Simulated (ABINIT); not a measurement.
The system is PtSe2 (Sudovikovite).

```
CELL_PARAMETERS angstrom
3.72400 0.00000 0.00000
-1.86200 3.22508 0.00000
0.00000 0.00000 5.06200
ATOMIC_POSITIONS crystal
Pt 0.00000 0.00000 0.00000
Se 0.66667 0.33333 0.75000
Se 0.33333 0.66667 0.25000
```

Base run:

```yaml
Program: ABINIT 10.8.3 (patched build)
Functional: PBE
Potentials_or_basis: SG15 NC PBE v1.2
Cutoff: 1061 eV
k_mesh: 6 × 6 × 4
Occupations: fermi-dirac, width 0.05 eV
Spin: no spin polarisation
```

Its results: band gap on the k mesh none (metal or under the smearing width); pressure 7.4 GPa; largest force 0.595 eV/Å.

Question: The run is repeated on the same cell with these changes: potentials or basis from SG15 NC PBE v1.2 to Ansatz PAW PBE default generated set, frozen core; cutoff from 1061 eV to 381 eV; spin from no spin polarisation to spin-orbit coupling, no magnetisation; valence electrons from 30 to 50. What comes out?

Answer: Band gap on the k mesh none (metal or under the smearing width); pressure 7.9 GPa; largest force 0.676 eV/Å.

Caveats: the atomic spheres overlap (some runs).
